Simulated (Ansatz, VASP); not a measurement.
Be: VASP beside Ansatz

```
Be
1.0
    -1.23122    1.23122    1.23122
     1.23122   -1.23122    1.23122
     1.23122    1.23122   -1.23122
Be
1
Direct
  0.00000 0.00000 0.00000
```

Alike in both runs: task single point; functional LDA; k mesh 20 × 20 × 20; occupations fermi-dirac, width 0.1 eV; no spin polarisation.

|  | VASP | Ansatz |
| --- | --- | --- |
| version | VASP 6.6.1 | Ansatz 0.2.0 |
| potentials or method | VASP PAW LDA potentials, release 64 (Be) | plane waves (420 eV) with PAW, scalar-relativistic |
| plane-wave cutoff (eV) | 520 | 420 |
| valence electrons in the cell | 2 | 2 |

Ansatz gave:

| Item | Value |
| --- | --- |
| pressure (GPa) | -0.1 |

Which values does VASP return?

Pressure (GPa): 0.3.

Ansatz warned: «pseudo_functional_mismatch».
